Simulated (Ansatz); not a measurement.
**Sb2Te3: response to strain**

The parent structure is Sb$_{2}$Te$_{3}$ in the Bi2Te3 type structure (space group R-3m, No. 166; a = 4.276 Å, c = 29.826 Å (hexagonal axes)).

Strains are applied to the cell and any free atomic positions relax.

Calculations: PBE-D3(BJ), PAW, 420 eV (Ansatz, a program for electronic structure; no SOC), earlier PAW set.

Notes on the quantities. energy relative to the base: free energy F.

| isotropic strain (%) | energy relative to the base (meV/atom) |
|---|---|
| -4.25 | 81.9 |
| -1.98 | ? |
| -1.77 | 12.5 |
| -1.37 | 7.3 |
| 0 | 0.0 |

Problem. Fit ΔE = Aε² + Bε³ (ε in %) to the rows shown and predict the withheld row.

Solution. Least squares on the printed values gives A = 3.60 and B = -0.22 meV/atom (largest residual 0.0 meV/atom); this predicts 15.8 meV/atom, and the run gives 15.8 meV/atom, in agreement.

The mesh was chosen for an insulator and is coarse for the gapless case. Whether these cells are dynamically stable was not tested. All final runs are without spin polarisation.
